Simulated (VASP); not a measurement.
Calculation: LDA (Ceperley-Alder, Perdew-Zunger) with spin-orbit coupling, VASP's LDA PAW potentials (set 64) (plane waves; VASP 6.6.1).

The input files of a VASP run:

File POSCAR:
```
ZrO2
1.0
  0.0000000000   2.5161928677   2.5161928677
  2.5161928677   0.0000000000   2.5161928677
  2.5161928677   2.5161928677   0.0000000000
Zr O
1 2
direct
  0.0000000000   0.0000000000   0.0000000000
  0.2500000000   0.2500000000   0.2500000000
  0.7500000000   0.7500000000   0.7500000000
```

INCAR:
```
SYSTEM=ZrO2
PREC=Accurate; ENCUT=520; LREAL=.FALSE.
LASPH=.TRUE.
EDIFF=1E-6; NELM=100; ALGO=Normal
LMAXMIX=4
ISMEAR=0; SIGMA=0.05
GGA_COMPAT=.FALSE.
MAGMOM=9*0; LSORBIT=.TRUE.
LWAVE=.FALSE.; LCHARG=.FALSE.
```

File KPOINTS:
```
Automatic mesh
0
Gamma
 7 7 7
0 0 0
```

### KPOINTS_OPT
```
k-points along high-symmetry lines
8
Line-mode
Reciprocal
  0.000000   0.000000   0.000000 ! GAMMA
  0.500000   0.000000   0.500000 ! X

  0.500000   0.000000   0.500000 ! X
  0.625000   0.250000   0.625000 ! U

  0.375000   0.375000   0.750000 ! K
  0.000000   0.000000   0.000000 ! GAMMA

  0.000000   0.000000   0.000000 ! GAMMA
  0.500000   0.500000   0.500000 ! L

  0.500000   0.500000   0.500000 ! L
  0.500000   0.250000   0.750000 ! W

  0.500000   0.250000   0.750000 ! W
  0.500000   0.000000   0.500000 ! X
```

POTCAR, in this order: Zr_sv O (LDA.64 set). Program: vasp_ncl.

What VASP printed:

### OSZICAR
```
       N       E                     dE             d eps       ncg     rms          rms(c)
DAV:   1     0.207283057213E+03    0.20728E+03   -0.13708E+04  1280   0.154E+03
DAV:   2    -0.236378855637E+02   -0.23092E+03   -0.22000E+03  1648   0.418E+02
DAV:   3    -0.369550765514E+02   -0.13317E+02   -0.13249E+02  1896   0.945E+01
DAV:   4    -0.375608181315E+02   -0.60574E+00   -0.60514E+00  1824   0.156E+01
DAV:   5    -0.375702700319E+02   -0.94519E-02   -0.94516E-02  1712   0.186E+00    0.271E+01
DAV:   6    -0.315437477800E+02    0.60265E+01   -0.27258E+01  1496   0.469E+01    0.107E+01
DAV:   7    -0.314966506907E+02    0.47097E-01   -0.17578E+00  1792   0.104E+01    0.720E+00
DAV:   8    -0.314416970798E+02    0.54954E-01   -0.25418E-01  1504   0.483E+00    0.739E-01
DAV:   9    -0.314367474308E+02    0.49496E-02   -0.45915E-02  1624   0.158E+00    0.453E-01
DAV:  10    -0.314365925056E+02    0.15493E-03   -0.32334E-03  1688   0.523E-01    0.288E-01
DAV:  11    -0.314366202590E+02   -0.27753E-04   -0.10628E-03  1664   0.355E-01    0.998E-02
DAV:  12    -0.314366197312E+02    0.52785E-06   -0.25281E-04  1544   0.178E-01    0.688E-02
DAV:  13    -0.314366026346E+02    0.17097E-04   -0.52703E-05  1576   0.759E-02    0.231E-03
DAV:  14    -0.314366027813E+02   -0.14669E-06   -0.23874E-06  1536   0.135E-02
   1 F= -.31436603E+02 E0= -.31436603E+02  d E =-.416071E-26  mag=     0.0000    -0.0000     0.0000
       N       E                     dE             ncg
       N       E                     dE             ncg
       N       E                     dE             ncg
```

OUTCAR:
```
------------------------ aborting loop because EDIFF is reached ----------------------------------------
  FORCE on cell =-STRESS in cart. coord.  units (eV):
  Direction    XX          YY          ZZ          XY          YZ          ZX
  --------------------------------------------------------------------------------------
  Total       -0.0183014     -0.0183014     -0.0183014      0.0000000     -0.0000000      0.0000000
  in kB       -0.9203060     -0.9203060     -0.9203060      0.0000000     -0.0000000      0.0000000
  external PRESSURE =      -0.9203060 kB  Pullay stress =       0.0000000 kB
  volume of cell :       31.86
      direct lattice vectors                 reciprocal lattice vectors
     0.000000000  2.516192868  2.516192868    -0.198712907  0.198712907  0.198712907
     2.516192868  0.000000000  2.516192868     0.198712907 -0.198712907  0.198712907
     2.516192868  2.516192868  0.000000000     0.198712907  0.198712907 -0.198712907
 POSITION                                       TOTAL-FORCE (eV/Angst)
 -----------------------------------------------------------------------------------
      0.00000      0.00000      0.00000        -0.000000     -0.000000     -0.000000
      1.25810      1.25810      1.25810         0.000000      0.000000      0.000000
      3.77429      3.77429      3.77429        -0.000000     -0.000000      0.000000
 -----------------------------------------------------------------------------------
    total drift:                                0.000000      0.000000      0.000000
  FREE ENERGIE OF THE ION-ELECTRON SYSTEM (eV)
  ---------------------------------------------------
  free  energy   TOTEN  =       -31.4366027813 eV

  energy  without entropy=      -31.4366027813  energy(sigma->0) =      -31.43660278

 Ion:    1  E_soc:     -0.1388003

 Ion:    2  E_soc:     -0.0002879

 Ion:    3  E_soc:     -0.0002879
```
(Selected blocks of OUTCAR.)

The compound is ZrO2 in the fluorite structure, the high-temperature cubic form, which is unstable at 0 K; the monoclinic form is the stable one. It was relaxed first.
